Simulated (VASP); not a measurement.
# The defect B_Mg in a supercell of MgB2C2 (Pnnm)

Wanted: what the defect B_Mg costs in MgB2C2 (Pnnm) and how the lattice relaxes round it. The start is a computed cell from the Materials Project.

Main program and level: VASP 6.6.1; PBEsol; plane waves and PAW (Mg, B, C), in the first sound run; inputs show where later runs differ.

### 1. The host crystal

Symmetry: Pnnm, No. 58, orthorhombic system. Conventional cell: a = 4.615 Å, b = 7.179 Å, c = 2.765 Å, α = 90.00°, β = 90.00°, γ = 90.00°. Nearest to Mg lie 6 C at 2.32 to 2.40 Å and 6 B at 2.42 to 2.44 Å. B has 3 C at 1.57 to 1.59 Å and 3 Mg at 2.42 to 2.44 Å nearest. Nearest to C lie 3 B at 1.57 to 1.59 Å and 3 Mg at 2.32 to 2.40 Å. Farther neighbours are not listed.

### 2. Relaxing the host crystal

The later steps need the crystal at this functional's own lattice; a raised cutoff keeps the stress reliable while the cell changes.

INCAR

```
SYSTEM = MgB2C2
PREC = Normal
ENCUT = 520
EDIFF = 1E-05
NELM = 120
ISMEAR = 0
SIGMA = 0.05
LREAL = Auto
ALGO = Fast
GGA = PS
NBANDS = 26
LORBIT = 11
LWAVE = .FALSE.
LCHARG = .FALSE.
KPAR = 4
IBRION = 2
NSW = 40
ISIF = 3
EDIFFG = -0.03
POTIM = 0.4
```

POSCAR

```
MgB2C2
1.0
    4.6147737000      0.0000000000      0.0000000000
    0.0000000000      7.1788714000      0.0000000000
    0.0000000000      0.0000000000      2.7652963000
Mg B C
2 4 4
Direct
    0.5000000000      0.5000000000      0.5000000000
    0.0000000000      0.0000000000      0.0000000000
    0.8834509400      0.7296256900      0.5000000000
    0.1165490600      0.2703743100      0.5000000000
    0.6165490600      0.2296256900      0.0000000000
    0.3834509400      0.7703743100      0.0000000000
    0.7854760000      0.2203404200      0.5000000000
    0.2145240000      0.7796595800      0.5000000000
    0.7145240000      0.7203404200      0.0000000000
    0.2854760000      0.2796595800      0.0000000000
```

KPOINTS

```
Automatic mesh
0
Gamma
4 2 6
0 0 0
```

The projector-augmented-wave data sets are Mg, B and C (PBE family, release 64).

Command:

```bash
mpirun -np 4 vasp_std
```

What it wrote:

```text
[banner, memory and clock lines left out]
running    4 mpi-ranks, on    1 nodes
 distrk:  each k-point on    1 cores,    4 groups
 distr:  one band on    1 cores,    1 groups

 POSCAR found type information on POSCAR MgB C
 POSCAR found :  3 types and      10 ions
|                                                                             |
|               ----> ADVICE to this user running VASP <----                  |
|                                                                             |
|     You enforced a specific xc type in the INCAR file but a different       |
|     [... a line on the potential file left out ...]
|     I HOPE YOU KNOW WHAT YOU ARE DOING!                                     |
|                                                                             |

 LDA part: xc-table for (Slater+PW92), standard interpolation
 POSCAR, INCAR and KPOINTS ok, starting setup
 FFT: planning ... GRIDC
 FFT: planning ... GRID_SOFT
 FFT: planning ... GRID
 WAVECAR not read
 entering main loop
       N       E                     dE             d eps       ncg     rms          rms(c)
DAV:   1     0.873091483397E+02    0.87309E+02   -0.14694E+04  1256   0.110E+03
DAV:   2    -0.712242644444E+02   -0.15853E+03   -0.14512E+03  1636   0.213E+02
DAV:   3    -0.798153471600E+02   -0.85911E+01   -0.85127E+01  1654   0.483E+01
DAV:   4    -0.799468230533E+02   -0.13148E+00   -0.13135E+00  1624   0.652E+00
DAV:   5    -0.799494916817E+02   -0.26686E-02   -0.26673E-02  1620   0.912E-01    0.135E+01
RMM:   6    -0.727002088076E+02    0.72493E+01   -0.10989E+01  1248   0.133E+01    0.627E+00
RMM:   7    -0.717061143175E+02    0.99409E+00   -0.53720E+00  1248   0.976E+00    0.304E+00
RMM:   8    -0.716119916493E+02    0.94123E-01   -0.36662E-01  1248   0.305E+00    0.768E-01
RMM:   9    -0.716017889237E+02    0.10203E-01   -0.10738E-01  1248   0.144E+00    0.230E-01
RMM:  10    -0.716017144304E+02    0.74493E-04   -0.21268E-02  1248   0.747E-01    0.209E-01
RMM:  11    -0.716004362980E+02    0.12781E-02   -0.28472E-03  1250   0.281E-01    0.523E-02
RMM:  12    -0.716004453699E+02   -0.90719E-05   -0.87509E-04  1251   0.143E-01    0.301E-02
RMM:  13    -0.716004315569E+02    0.13813E-04   -0.12817E-04  1262   0.564E-02    0.109E-02
RMM:  14    -0.716004306897E+02    0.86724E-06   -0.48404E-05  1143   0.309E-02
   1 F= -.71600431E+02 E0= -.71600431E+02  d E =-.716004E+02
 curvature:   0.00 expect dE= 0.000E+00 dE for cont linesearch  0.000E+00
 trial: gam= 0.00000 g(F)=  0.207E-02 g(S)=  0.110E-02 ort = 0.000E+00 (trialstep = 0.100E+01)
 search vector abs. value=  0.317E-02
 bond charge predicted
       N       E                     dE             d eps       ncg     rms          rms(c)
DAV:   1    -0.716008568298E+02   -0.42527E-03   -0.17139E-01  1598   0.249E+00    0.134E-01
RMM:   2    -0.716006846642E+02    0.17217E-03   -0.35330E-03  1248   0.320E-01    0.818E-02
RMM:   3    -0.716004972224E+02    0.18744E-03   -0.84424E-04  1249   0.153E-01    0.103E-02
RMM:   4    -0.716005033881E+02   -0.61657E-05   -0.95353E-05  1226   0.544E-02
   2 F= -.71600503E+02 E0= -.71600503E+02  d E =-.726984E-04
 trial-energy change:   -0.000073  1 .order   -0.000165   -0.003167    0.002838
 step:   0.5044(harm=  0.5274)  dis= 0.00164  next Energy=   -71.601218 (dE=-0.787E-03)
 bond charge predicted
       N       E                     dE             d eps       ncg     rms          rms(c)
DAV:   1    -0.716013155380E+02   -0.81832E-03   -0.42459E-02  1516   0.124E+00    0.682E-02
RMM:   2    -0.716012519900E+02    0.63548E-04   -0.67678E-04  1248   0.152E-01    0.406E-02
RMM:   3    -0.716012062192E+02    0.45771E-04   -0.19053E-04  1248   0.729E-02    0.512E-03
RMM:   4    -0.716012070831E+02   -0.86389E-06   -0.17731E-05   826   0.251E-02
   3 F= -.71601207E+02 E0= -.71601207E+02  d E =-.776393E-03
 curvature:  -0.26 expect dE=-0.606E-04 dE for cont linesearch -0.635E-07
 trial: gam= 0.06406 g(F)=  0.126E-03 g(S)=  0.105E-03 ort = 0.276E-04 (trialstep = 0.901E+00)
 search vector abs. value=  0.247E-03
 reached required accuracy - stopping structural energy minimisation
```

Wall time 6.4 s (4 MPI ranks of Intel Xeon 6975P-C (Granite Rapids), shared host); peak memory 0.67 GiB; 24 s of CPU time.

The logs omit lines about the potential files and the build; timing stands in the text.

OUTCAR, selected parts (step 2):

```text
ion  position               nearest neighbor table
   1  0.500  0.500  0.500-   9 2.32  10 2.32   9 2.32  10 2.32   7 2.40   8 2.40   3 2.42   4 2.42
                             5 2.44   6 2.44   5 2.44   6 2.44
   2  0.000  0.000  0.000-   7 2.32   8 2.32   7 2.32   8 2.32   9 2.40  10 2.40   5 2.42   6 2.42
                             3 2.44   4 2.44   3 2.44   4 2.44
   3  0.883  0.730  0.500-   8 1.57   9 1.59   9 1.59   1 2.42   2 2.44   2 2.44
   4  0.117  0.270  0.500-   7 1.57  10 1.59  10 1.59   1 2.42   2 2.44   2 2.44
   5  0.617  0.230  0.000-  10 1.57   7 1.59   7 1.59   2 2.42   1 2.44   1 2.44
   6  0.383  0.770  0.000-   9 1.57   8 1.59   8 1.59   2 2.42   1 2.44   1 2.44
   7  0.785  0.220  0.500-   4 1.57   5 1.59   5 1.59   2 2.32   2 2.32   1 2.40
   8  0.215  0.780  0.500-   3 1.57   6 1.59   6 1.59   2 2.32   2 2.32   1 2.40
   9  0.715  0.720  0.000-   6 1.57   3 1.59   3 1.59   1 2.32   1 2.32   2 2.40
  10  0.285  0.280  0.000-   5 1.57   4 1.59   4 1.59   1 2.32   1 2.32   2 2.40

  LATTYP: Found a simple orthorhombic cell.
 ALAT       =     2.7652963000
 B/A-ratio  =     1.6688170812
 C/A-ratio  =     2.5960586574

 Subroutine GETGRP returns: Found  8 space group operations
 (whereof  4 operations were pure point group operations)

The static configuration has the point symmetry C_2h.
 The point group associated with its full space group is D_2h.

 Found     24 irreducible k-points:

   k-points           NKPTS =     24   k-points in BZ     NKDIM =     24   number of bands    NBANDS=     26

   dimension x,y,z NGX =    28 NGY =   40 NGZ =   16
   dimension x,y,z NGXF=    56 NGYF=   80 NGZF=   32

   ENCUT  =  520.0 eV  38.22 Ry    6.18 a.u.   8.58 13.35  5.14*2*pi/ulx,y,z

   NELECT =      32.0000    total number of electrons

 k-points in reciprocal lattice and weights: Automatic mesh
   0.00000000  0.00000000  0.00000000       0.021
   0.25000000  0.00000000  0.00000000       0.042
   0.50000000  0.00000000  0.00000000       0.021
   0.00000000  0.50000000  0.00000000       0.021
   0.25000000  0.50000000  0.00000000       0.042
   0.50000000  0.50000000  0.00000000       0.021
   0.00000000  0.00000000  0.16666667       0.042
   0.25000000  0.00000000  0.16666667       0.083
   0.50000000  0.00000000  0.16666667       0.042
[...]
0.25000000  0.50000000  0.50000000       0.042
   0.50000000  0.50000000  0.50000000       0.021

 average (electrostatic) potential at core
       1 -36.1397       2 -36.1397       3 -26.8774       4 -26.8774       5 -26.8774
       6 -26.8774       7 -48.5686       8 -48.5686       9 -48.5686      10 -48.5686

 E-fermi :   4.9715

 k-point     1 :       0.0000    0.0000    0.0000
  band No.  band energies     occupation
    ...
     12       3.0640      2.00000
     13       3.6558      2.00000
     14       4.3844      2.00000
     15       4.4673      2.00000
     16       4.7572      2.00000
     17       6.4748      0.00000
     18       7.1579      0.00000
     19       8.5366      0.00000
     20      10.3671      0.00000
     21      10.4347      0.00000
    ...

 k-point     2 :       0.2500    0.0000    0.0000
  band No.  band energies     occupation
    ...
     12       2.1742      2.00000
     13       3.7516      2.00000
     14       3.8123      2.00000
     15       3.8398      2.00000
     16       3.9813      2.00000
     17       6.6217      0.00000
     18       7.5764      0.00000
     19       8.8216      0.00000
     20       9.8465      0.00000
     21      11.1095      0.00000
    ...

 k-point     3 :       0.5000    0.0000    0.0000
  band No.  band energies     occupation
    ...
     12       2.1938      2.00000
     13       2.6004      2.00000
     14       2.6004      2.00000
     15       2.6901      2.00000
     16       2.6901      2.00000
     17       7.3331      0.00000
     18       7.3331      0.00000
     19      10.2245      0.00000
     20      10.2245      0.00000
     21      11.8212      0.00000
    ...

  Total        0.0739057     -0.1197842      0.0859399      0.0000000      0.0000000      0.0000000
  in kB        1.2910980     -2.0925742      1.5013299      0.0000000      0.0000000      0.0000000
  external PRESSURE =       0.2332846 kB  Pullay stress =       0.0000000 kB

  energy-cutoff  :      520.00
  volume of cell :       91.71
      direct lattice vectors                 reciprocal lattice vectors
     4.618669620  0.000000000  0.000000000     0.216512564 -0.000000000  0.000000000
     0.000000000  7.176888253  0.000000000    -0.000000000  0.139336153  0.000000000
     0.000000000  0.000000000  2.766789468     0.000000000  0.000000000  0.361429741

 POSITION                                       TOTAL-FORCE (eV/Angst)
 -----------------------------------------------------------------------------------
      2.30933      3.58844      1.38339         0.000000      0.000000      0.000000
      0.00000      0.00000      0.00000         0.000000      0.000000      0.000000
      4.07888      5.23614      1.38339         0.016585      0.010301      0.000000
      0.53979      1.94075      1.38339        -0.016585     -0.010301      0.000000
      2.84913      1.64769      0.00000        -0.016585      0.010301      0.000000
      1.76954      5.52920      0.00000         0.016585     -0.010301      0.000000
      3.62621      1.58162      1.38339         0.005758      0.019974      0.000000
      0.99246      5.59526      1.38339        -0.005758     -0.019974     -0.000000
      3.30180      5.17007      0.00000        -0.005758      0.019974      0.000000
      1.31687      2.00682      0.00000         0.005758     -0.019974     -0.000000
 -----------------------------------------------------------------------------------
    total drift:                                0.000000      0.000000     -0.000000

  FREE ENERGIE OF THE ION-ELECTRON SYSTEM (eV)
  ---------------------------------------------------
  free  energy   TOTEN  =       -71.6012070831 eV

  energy  without entropy=      -71.6012070831  energy(sigma->0) =      -71.60120708

 reached required accuracy - stopping structural energy minimisation

 total charge
# of ion       s       p       d       tot
------------------------------------------
    1        0.156   0.181   0.065   0.402
    2        0.156   0.181   0.065   0.402
    3        0.720   1.326   0.000   2.047
    4        0.720   1.326   0.000   2.047
    5        0.720   1.326   0.000   2.047
    6        0.720   1.326   0.000   2.047
    7        0.838   1.705   0.000   2.543
    8        0.838   1.705   0.000   2.543
    9        0.838   1.705   0.000   2.543
   10        0.838   1.705   0.000   2.543
--------------------------------------------------
tot          6.545  12.489   0.130  19.163

[... 3 further parts left out ...]
```

CONTCAR:

```
MgB2C2
   1.00000000000000
     4.6186696202833017    0.0000000000000000    0.0000000000000000
     0.0000000000000000    7.1768882529311062    0.0000000000000000
     0.0000000000000000    0.0000000000000000    2.7667894675361326
  Mg              B               C
     2     4     4
Direct
     0.5000000000000000    0.5000000000000000    0.5000000000000000
     0.0000000000000000    0.0000000000000000    0.0000000000000000
     0.8831280197442068    0.7295830025195531    0.5000000000000000
     0.1168719802557932    0.2704169974804470    0.5000000000000000
     0.6168719802557932    0.2295830025195531    0.0000000000000000
     0.3831280197442068    0.7704169974804469    0.0000000000000000
     0.7851195928862229    0.2203773719791897    0.5000000000000000
     0.2148804071137771    0.7796226280208103    0.5000000000000000
     0.7148804071137771    0.7203773719791897    0.0000000000000000
     0.2851195928862229    0.2796226280208102    0.0000000000000000
```

The gap is read on the k-mesh alone, so it is an upper bound where the band edges lie off the mesh. The PAW data sets were made with PBE, which is usual practice but a small mismatch for other functionals. The run keeps the 8 symmetry operations of its start, so it cannot find a distortion of lower symmetry.

Little changed from the start: no atom moved by 0.005 Å and no cell edge by 0.1 %.

A gap read on the k-mesh alone can miss the band edges.

Numbers from this step:

| Quantity | Value |
| --- | --- |
| electronic cycles | 22 |
| electrons | 32 |
| free energy (TOTEN) | -71.6012 eV |
| Fermi energy | 4.971 eV |
| labelled metallic, from the levels on this mesh | no |
| gap on the k-mesh | 1.338 eV |
| least direct gap on the k-mesh | 1.718 eV |

The run ended after 3 ionic steps, 0.001 eV below its first step, once forces and stress met EDIFFG = -0.03.

(Continued in part 2 of 9.)

[Lines on the potential files, build, host, timing and source positions are cut from VASP's logs without a mark.]

[Logs are printed without paths, hosts, clocks, repeated set-up lines and the standing remarks that a program may print on its own settings, such as how far it seeks lower states.]

[Hosts, paths, dates, database ids (printed as entryN), source tags and the programs' standing remarks are cut or masked in the printed files.]

[In band tables of VASP the shares of atoms and orbitals are scaled to a sum of 1 inside the atoms' spheres.]

[Runs that stopped without an error message from VASP are left out.]
